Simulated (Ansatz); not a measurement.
A run of Ansatz 0.2.0 is set up as follows.

The input input.yaml:

```yaml
crystal:
  lattice:
    - [0.0, 2.9305, 2.9305]
    - [2.9305, 0.0, 2.9305]
    - [2.9305, 2.9305, 0.0]
  atoms:
    - { symbol: In, position: [0.0, 0.0, 0.0] }
    - { symbol: P, position: [0.75, 0.75, 0.75] }
kpoints:
  mp_grid: { grid: [8, 8, 8] }
scf:
  occupations: { method: gaussian, width: 0.012 }
hamiltonian:
  xc: pbe
  pseudopotentials: { kind: all_electron, lapw: { basis_error: 0.001 } }
output:
  forces: true
  stress: true
  eigenvalues: true
```

Potentials or basis: all-electron LAPW, scalar-relativistic.

Command:

```sh
$ ansatz run input.yaml --threads 1 --pin off --max-ram 3072MiB --backend cpu --events-out ev --progress --plain --runs-dir out
```

(1) Estimate the pressure.

(2) Predict the band gap on the k mesh.

Answers

(1) 3.3 GPa.

(2) 0.71 eV, direct.

Caveat: spin-orbit coupling is left out, which moves the levels of the heavy elements.

**What was measured.**

From a printed reference work, data compilation, for a bulk crystal of InP at 1.6 K: band gap 1.4236 eV (direct).

A measured gap of InP is 1.4236 eV (direct; 1.6 K; a printed reference work, data compilation); the calculated 0.71 eV misses it by -0.71 eV. Spin-orbit coupling on In is left out. The value is that of PBE, without temperature or zero-point motion. Semilocal functionals fall short of measured gaps as a rule.
